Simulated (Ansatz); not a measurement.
# An axial Ising model for the polytypes of Si

All numbers below come from DFT PBE, scalar-relativistic, plane waves, PAW (Ansatz 0.2.0).

Cutoff 420 eV, Γ-centred meshes of like density (12×12×4 for the 6-atom cell), Gaussian smearing of 0.02 eV, energies at zero smearing and 0 K, each start's symmetry kept, no spin polarisation.

Close-packed stackings of Si (double layers of a tetrahedral net) were relaxed in cell and atoms. Energies are per layer, over the stacking AB. Give each step between layers a spin, σ = +1 for A→B, B→C, C→A and −1 for the reverse, and write the energy per layer as E = E₀ − J₁⟨σᵢσᵢ₊₁⟩ − J₂⟨σᵢσᵢ₊₂⟩.

```tsv
stacking	⟨σᵢσᵢ₊₁⟩	⟨σᵢσᵢ₊₂⟩	E − E(AB) (meV/layer)
AB	-1	1	0
ABC	1	1	-22.2
ABCB	0	-1	-15.1
ABCACB	0.333	-0.333	-18.3
ABCBC	0.2	0.2	-15.1
ABCABAC	0.429	-0.143	-18.5
```

Q: Fit J₁ and J₂, and predict the energy of ABACBCACB.

A: Over AB the model reads ΔE = −J₁(⟨σᵢσᵢ₊₁⟩ + 1) − J₂(⟨σᵢσᵢ₊₂⟩ − 1). Least squares on the 5 rows under AB gives J₁ = 11.19 and J₂ = -2.14 meV, with a residual of 0.29 meV rms. For ABACBCACB the averages are 0.111 and -0.333, so ΔE = -15.3 meV a layer; the calculation gives -15.3. The two couplings carry this family well.

Q: Which of AB, ABC, ABAC and ABCACB does the model put lowest, and what do isolated faults cost in ABC stacking?

A: Over AB the four lie at 0, −2J₁, −J₁ + 2J₂ and (4/3)(J₂ − J₁): AB 0.0, ABC -22.4, ABAC -15.5, ABCACB -17.8 meV a layer, so ABC is lowest. A fault turns some spins; counting the pairs that change sign and dividing by the area of a layer's cell, (√3/2)a² = 12.92 Å² with the cells' mean a = 3.862 Å (1 meV/Å² = 16.02 mJ/m²): intrinsic stacking fault 4(J₁ + J₂) = 36.2 meV, 45 mJ/m²; extrinsic fault 4(J₁ + 2J₂) = 27.6 meV, 34 mJ/m²; twin boundary 2(J₁ + 2J₂) = 13.8 meV, 17 mJ/m². These are model values: no fault cell was computed here.

Cost: 6 runs of about 10 core-minutes in all, on Intel Xeon Platinum 8488C (Sapphire Rapids) (shared hosts).

Cubic ABC stacking is the lowest of the stackings computed, as expected for silicon. Every stacking keeps the tetrahedral first shell, so the differences come from further out. Where the stacking direction reverses, bonds along the axis are eclipsed rather than staggered, which brings third neighbours closer. In a nonpolar crystal no attraction between unlike ions offsets that cost, which probably explains the positive J₁.

The number of reversals alone doesn't set the energy. ABCBC has a smaller share of them than ABCB, yet both lie at -15.1 meV per layer, because its reversals sit on adjacent layers. The negative J₂ expresses this repulsion and also makes the intrinsic fault dearer than the extrinsic one. It is still too weak against J₁ to favour a longer period over ABC. That the extrinsic fault costs exactly two twin boundaries follows from cutting the couplings at second neighbours, and is no evidence that twin boundaries don't interact at that spacing.
